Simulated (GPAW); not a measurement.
**BN in GPAW: the effect of strain hydrostatic**

BN:

```xyz
4
Lattice="2.3983 0.0000 0.0000 -1.1992 2.0770 0.0000 0.0000 0.0000 6.3703" Properties=species:S:1:pos:R:3 pbc="T T T"
N     1.1992    0.6923    1.5926
N     0.0000    1.3847    4.7777
B     1.1992    0.6923    4.7777
B     0.0000    1.3847    1.5926
```

Alike in all runs:

```yaml
Program: GPAW 26.7.0
Task: band structure
Functional: PBEsol
Potentials_or_basis: PAW data sets generated in the run's folder for this functional
Cutoff: 800 eV
Basis: pw
k_mesh: 12 × 12 × 4
Occupations: fermi-dirac, width 0.05 eV
Spin: no spin polarisation
Maxiter: 150
Band_path: GMKGALHA,LM,KH
Band_points: 60
```

```csv
strain hydrostatic,gap on the mesh (eV),pressure (GPa)
-0.04,4.29,39.4
-0.02,?,?
-0.01,4.22,9.3
0,4.19,1.4
0.01,4.15,-5.7
0.02,4.12,-12.0
0.04,4.05,-22.4
```

Q: What does the run with strain hydrostatic -0.02 give?

A: gap on the mesh 4.25 eV; pressure 18.3 GPa.

Worked out: A parabola through the other rows of the gap on the mesh, of slope -2.61 eV per unit of strain hydrostatic there, gives 4.24 eV, against the run's 4.25. A parabola through the other rows of the pressure, of slope -947 GPa per unit of strain hydrostatic there, gives 18.6 GPa, against the run's 18.3.

Caveats: the density grid can change from cell to cell, which puts small steps into energies and stress; this functional lacks dispersion, which binds the layers, so the pressure and a relaxed spacing across them are unreliable (some runs).

A k mesh can miss the band edges.
